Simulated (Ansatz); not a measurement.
**Fitting the LDA energy curve of As**

Symmetry: Pm-3m, No. 221, cubic system. The conventional cell has a = 2.704 Å, b = 2.704 Å, c = 2.704 Å, α = 90.00°, β = 90.00°, γ = 90.00°. Around As (site symmetry m-3m) lie 6 As at 2.70 Å.

This isn't the form of As at room conditions, which is rhombohedral.

The cell was scaled at fixed shape and fractions and run with Ansatz, Ansatz PAW, cutoff 420 eV; LDA, k mesh 10 × 10 × 10 on the cell of 1 atom, fermi-dirac occupations of 0.05 eV, no spin polarisation, no spin-orbit coupling. The potentials were made for PBE. Energies are those that the program minimises, any entropy of the smearing included. For a metal such a mesh isn't converged to the digits shown.

| V (Å³/atom) | energy over the lowest row (meV/atom) |
| --- | --- |
| 18.5778 | 3.62 |
| 18.9731 | 0.00 |
| 19.3684 | 1.34 |
| 19.7636 | ? |
| 20.1589 | 16.91 |
| 20.5542 | 30.29 |
| 20.9494 | 46.91 |

Q: Fit the third-order Birch-Murnaghan form, give V0, B0 and B′, and predict the energy left open.

A: With y = (V0/V)^(2/3), E = E0 + (9 V0 B0/16) [(y - 1)³ B′ + (y - 1)² (6 - 4y)]. Least squares through the rows shown give V0 = 19.0581 Å³/atom, E0 = -0.11 meV, B0 = 94.47 GPa (1 eV/Å³ = 160.218 GPa) and B′ = 4.15, with a largest miss of 0.01 meV. At V = 19.7636 the form with these constants gives 7.12 meV; the run gave 7.13 meV an atom.

The minimum lies at a smaller volume than that of the listed cell, in line with the usual tendency of LDA to overbind, though the origin of that cell isn't given. The curve is stiff because scaling the simple cubic lattice changes all nearest-neighbour bonds together. In the rhombohedral form, by contrast, compression can first close the weaker contacts between layers. The positive B′ reflects the usual anharmonicity: short-range repulsion rises faster on compression than bonding is lost on expansion.

The left-out energy is reproduced closely, but it lies inside the fitted range, so this tests the smoothness of the curve more than its predictive reach. With most points on the expanded side, B′ is probably less secure than V0, and extrapolation to strong compression would be less secure still. Nor does a minimum in volume establish that the cubic structure is stable: the half-filled p shell of As favours a Peierls-like distortion into short and long bonds, which uniform scaling can't reveal.
